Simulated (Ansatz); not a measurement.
Chalcopyrite CuInS2 was calculated with RPBE (Ansatz, a quantum-chemistry and plane-wave program, plane waves, PAW).

Settings: plane-wave cutoff 520 eV, 10×10×10 k mesh, Fermi–Dirac smearing 0.01 eV, no spin polarisation, scalar-relativistic PAW data made under PBE.

Shape and atoms are relaxed at each volume.

Pressure at four volumes; x = ln(V/22.670 Å³). One pressure is withheld.

```csv
V (Å³/atom),x,P (GPa)
21.763,-0.0408,?
22.217,-0.0202,1.20
22.670,0.0000,0.01
23.577,0.0392,-1.99
```

Pass a parabola P(x) through the three rows shown, estimate the bulk modulus and its pressure derivative near zero pressure, and predict the withheld pressure.

Slopes between the rows: (0.01 − (1.20))/(0.0000 − (-0.0202)) = -58.91 and (-1.99 − (0.01))/(0.0392 − (0.0000)) = -51.02 GPa. Their difference over the span 0.0594 is c = 7.89/0.0594 = 132.8 GPa, so P(x) = 1.20 + (-58.91)(x − (-0.0202)) + 132.8 (x − (-0.0202))(x − (0.0000)). At the middle row B = −dP/dx = −[-58.91 + 132.8 × 0.0202] = 56.2 GPa, and B′ = dB/dP = 2c/B = 4.7. At x = -0.0408 the parabola gives 2.53 GPa; the run gives 2.55 GPa. The Birch–Murnaghan fit to the energies at all volumes has B0 = 56.1 GPa and B′ = 5.0.

Note: this level leaves the solid without a gap, although one is measured.

Spin–orbit coupling is not included.
